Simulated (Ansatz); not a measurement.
**Structures of ZnCu: which is lowest?**

Plane-wave DFT in Ansatz with scalar-relativistic PAW potentials, cutoff 420 eV, Γ-centred meshes chosen by cell and gap, Gaussian smearing with energies taken to zero width. Every cell was relaxed (cell and atoms) in a run of its own, within the symmetry of its start. Functional: PBEsol.

Relaxed structures (starts from databases or built by putting these elements on another compound's sites):
A. Pm-3m, 2 atoms in the computed cell, a = 2.908 Å; sites (symmetry × multiplicity) Zn m-3m × 1, Cu m-3m × 1; start: database
B. P6_3/mmc, 4 atoms in the computed cell, a = 3.772 Å, c = 4.790 Å; sites (symmetry × multiplicity) Cu -3m. × 2, Zn -6m2 × 2; start: built

Rank them by energy. Could pressure change the order?

```tsv
structure	group	E − E(lowest) (meV/atom)	V (Å³/atom)	gap on mesh (eV)
A	Pm-3m	0.0	12.29	0.00
B	P6_3/mmc	296	14.76	0.00
```

A is lowest, 296 meV/atom under B. The lowest is also the densest of these, so pressure wouldn't bring one of the others in at first order. Other structures may lie lower than all of these, and vibrations aren't counted.